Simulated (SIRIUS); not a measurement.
## Ag in SIRIUS: convergence with smearing width

Crystal: Ag.

```
Ag
1.0
     2.93000    0.00000    0.00000
    -1.46500    2.53745    0.00000
     0.00000    0.00000    4.79000
Ag
2
Direct
  0.66667 0.33333 0.75000
  0.33333 0.66667 0.25000
```

This isn't the form of Ag at room conditions, which is fcc.

- Program: SIRIUS 7.12.0
- Task: single point
- Functional: PBE
- Potentials or basis: GBRV 1.5 PBE (ultrasoft)
- Cutoff: 557 eV
- Density cutoff: 5442 eV
- k mesh: 10 × 10 × 6
- Occupations: gaussian, width 0.4 eV
- Spin: no spin polarisation

These are the settings of the first run; the series varies smearing width, with any setting tied to it.

Hardware: 1 thread of Intel(R) Xeon(R) Platinum 8488C (Sapphire Rapids) (shared host).

```tsv
smearing width	energy less the tightest run, at zero smearing (meV/atom)	pressure (GPa)	SCF cycles	CPU time (s)	peak memory (GiB)
0.4 eV	-0.99	-1.15	11	18	0.3
0.3 eV	-0.64	-1.14	11	18	0.3
0.2 eV	-0.62	-1.12	11	18	0.3
0.136 eV	-0.65	-1.11	11	18	0.3
0.1 eV	-0.49	-1.10	11	18	0.3
0.05 eV	-0.20	-1.07	11	18	0.3
0.025 eV	-0.08	-1.07	11	18	0.3
0.01 eV	0.00	-1.07	11	18	0.3
```

Against the tightest run, the energy stays within 1 meV/atom from 0.4 eV on; the pressure stays within 0.1 GPa from 0.4 eV on. Narrower smearing needs a denser k mesh, so at a fixed mesh the narrowest width isn't the most accurate. The tightest run that finished is the yardstick and may itself not be fully converged.
